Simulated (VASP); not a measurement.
Computed with PBEsol GGA, VASP's PBE PAW potentials (set 64) (plane waves; VASP).

VASP input:

### INCAR
```
! general
SYSTEM =InN
PREC   =Accurate
ENCUT  =600
LREAL  =.False.
LASPH  =.True.

! electronic loop
EDIFF  =1E-7
NELM   =100
ALGO   =Normal
LMAXMIX=4

! smearing
ISMEAR =1
SIGMA  =0.1

! functional
GGA    =PS

! ions
ISIF   =2

! output
LWAVE  =.False.
LCHARG =.False.
```

**KPOINTS**
```
K-points
0
gamma
 10 10 6
```

File POSCAR:
```
InN
3.5381140
  0.5000000287  -0.8660254735   0.0000000000
  0.5000000287   0.8660254735   0.0000000000
  0.0000000000   0.0000000000   1.6063137179
In N
2 2
Cartesian
  0.5000000287  -0.2886757352   0.8029826154
  0.5000000287   0.2886757352   1.6061394743
  0.5000000287  -0.2886757352   1.4121240016
  0.5000000287   0.2886757352   0.6089671427
```

POTCAR, in this order: In_d N (PBE.64 set). Program: vasp_std.

The resulting files:

### OSZICAR
```
       N       E                     dE             d eps       ncg     rms          rms(c)
DAV:   1     0.362554172269E+03    0.36255E+03   -0.19902E+04  2464   0.251E+03
DAV:   2     0.218923791651E+02   -0.34066E+03   -0.33228E+03  2542   0.514E+02
DAV:   3    -0.253669150306E+02   -0.47259E+02   -0.46467E+02  3288   0.193E+02
DAV:   4    -0.272158665414E+02   -0.18490E+01   -0.18423E+01  3036   0.402E+01
DAV:   5    -0.272760296319E+02   -0.60163E-01   -0.60152E-01  3266   0.671E+00    0.138E+01
DAV:   6    -0.231203727170E+02    0.41557E+01   -0.18023E+01  4228   0.602E+01    0.104E+01
DAV:   7    -0.232183664307E+02   -0.97994E-01   -0.20868E+00  2556   0.120E+01    0.326E+00
DAV:   8    -0.231766575476E+02    0.41709E-01   -0.21670E-01  3916   0.514E+00    0.171E+00
DAV:   9    -0.231615870210E+02    0.15071E-01   -0.50854E-02  4042   0.360E+00    0.431E-01
DAV:  10    -0.231596320149E+02    0.19550E-02   -0.76174E-03  3962   0.131E+00    0.188E-01
DAV:  11    -0.231600384193E+02   -0.40640E-03   -0.56510E-03  4060   0.761E-01    0.167E-01
DAV:  12    -0.231597692252E+02    0.26919E-03   -0.13403E-03  3842   0.470E-01    0.239E-02
DAV:  13    -0.231597816745E+02   -0.12449E-04   -0.95265E-05  3238   0.836E-02    0.107E-02
DAV:  14    -0.231597809676E+02    0.70689E-06   -0.29853E-06  3798   0.227E-02    0.998E-03
DAV:  15    -0.231597806904E+02    0.27717E-06   -0.57715E-07  2874   0.532E-03    0.538E-03
DAV:  16    -0.231597801502E+02    0.54015E-06   -0.24149E-06  3052   0.185E-02    0.720E-04
DAV:  17    -0.231597801893E+02   -0.39096E-07   -0.29027E-07  2426   0.357E-03
   1 F= -.23159780E+02 E0= -.23159866E+02  d E =0.258174E-03
```

### OUTCAR
```
------------------------ aborting loop because EDIFF is reached ----------------------------------------
  FORCE on cell =-STRESS in cart. coord.  units (eV):
  Direction    XX          YY          ZZ          XY          YZ          ZX
  --------------------------------------------------------------------------------------
  Total        0.1403807      0.1403807      0.6147573      0.0000000      0.0000000      0.0000000
  in kB        3.6504075      3.6504076     15.9859247      0.0000000      0.0000000      0.0000000
  external PRESSURE =       7.7622466 kB  Pullay stress =       0.0000000 kB
  volume of cell :       61.61
      direct lattice vectors                 reciprocal lattice vectors
     1.769057102 -3.064096852  0.000000000     0.282636439 -0.163180221  0.000000000
     1.769057102  3.064096852  0.000000000     0.282636439  0.163180221  0.000000000
     0.000000000  0.000000000  5.683321054     0.000000000  0.000000000  0.175953459
 POSITION                                       TOTAL-FORCE (eV/Angst)
 -----------------------------------------------------------------------------------
      1.76906     -1.02137      2.84104        -0.000000      0.000000     -0.048964
      1.76906      1.02137      5.68270        -0.000000     -0.000000     -0.048964
      1.76906     -1.02137      4.99626         0.000000      0.000000      0.048964
      1.76906      1.02137      2.15460         0.000000     -0.000000      0.048964
 -----------------------------------------------------------------------------------
    total drift:                                0.000000      0.001507      0.000176
  FREE ENERGIE OF THE ION-ELECTRON SYSTEM (eV)
  ---------------------------------------------------
  free  energy   TOTEN  =       -23.1597801893 eV

  energy  without entropy=      -23.1600383635  energy(sigma->0) =      -23.15986625
```
(Selected blocks of OUTCAR.)

The compound is InN in the wurtzite structure. This cell was strained or had an atom moved on purpose.
